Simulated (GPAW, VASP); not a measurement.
This is a calculation of Re for VASP 6.6.1. This isn't the form of Re at room conditions, which is hcp.

File INCAR:

```
PREC = Accurate
ENCUT = 520
EDIFF = 1E-6
ISMEAR = 0
SIGMA = 0.05
LREAL = False
LASPH = True
NELM = 80
ALGO = Normal
ISIF = 2
LWAVE = False
LCHARG = False
GGA = CA
```

Contents of KPOINTS:

```
Automatic mesh
0
Gamma
  12 12 12
```

File POSCAR:

```
Re
1.0
    0.0000000000      1.9750000000      1.9750000000
    1.9750000000      0.0000000000      1.9750000000
    1.9750000000      1.9750000000      0.0000000000
Re
1
Direct
    0.0000000000      0.0000000000      0.0000000000
```

Potentials or basis: VASP PAW LDA potentials, release 64 (Re).

Run with:

```bash
$ cat potpaw_LDA.64/Re/POTCAR > POTCAR
$ mpirun -np 1 vasp_std > vasp.out
```

Problem. What does the same run look like in GPAW 26.7.0 (ASE script)? Potentials or basis there: the program's PAW data sets (release 1.2.1) made for this functional, cutoff 600 eV.

Solution. As run (cutoffs and basis follow the program's own potentials, and thresholds, step limits or extra output files can differ):

File run.py:

```python
from ase.dft.bandgap import bandgap
from ase.io import read, write
from ase.units import Bohr, GPa
from gpaw import GPAW, PW
from gpaw.elf import elf_from_dft_calculation

atoms = read('POSCAR')

calc = GPAW(mode=PW(600),
            xc='LDA',
            kpts={'size': (12, 12, 12), 'gamma': True},
            occupations={'name': 'methfessel-paxton', 'order': 0, 'width': 0.05},
            nbands=15,
            convergence={'density': 1e-05, 'energy': 1e-05},
            maxiter=150,
            txt='gpaw.txt')
atoms.calc = calc
energy = atoms.get_potential_energy()
forces = atoms.get_forces()
stress = atoms.get_stress()
calc.write('gs.gpw')
write('result.traj', atoms)
print(f'Energy: {energy:.6f} eV')
print('Forces (eV/A):')
print(forces.round(4))
print('Stress (GPa):', (stress / GPa).round(3))
print('Fermi level:', round(calc.get_fermi_level(), 4), 'eV')
print(f'Gap: {bandgap(calc)[0]:.4f} eV, direct: {bandgap(calc, direct=True)[0]:.4f} eV')

# fields on the real-space grid
write('density.cube', atoms, data=calc.get_pseudo_density() * Bohr**3)
write('potential.cube', atoms, data=calc.get_electrostatic_potential())
write('elf.cube', atoms, data=elf_from_dft_calculation(calc).data)
```

Contents of POSCAR:

```
Re
1.0
    0.0000000000      1.9750000000      1.9750000000
    1.9750000000      0.0000000000      1.9750000000
    1.9750000000      1.9750000000      0.0000000000
Re
1
Direct
    0.0000000000      0.0000000000      0.0000000000
```

Potentials or basis: the program's PAW data sets (release 1.2.1) made for this functional, pw.

Run with:

```bash
$ OMP_NUM_THREADS=1 python run.py
```

Both were run:

|  | VASP | GPAW |
| --- | --- | --- |
| Pressure | -23.1 GPa | -25.4 GPa |

The potentials hold 7 and 13 valence electrons a cell.

The two programs' LDA may be different fits to the electron gas.

The cell lies far from this level's equilibrium.

Pressure is positive in compression.
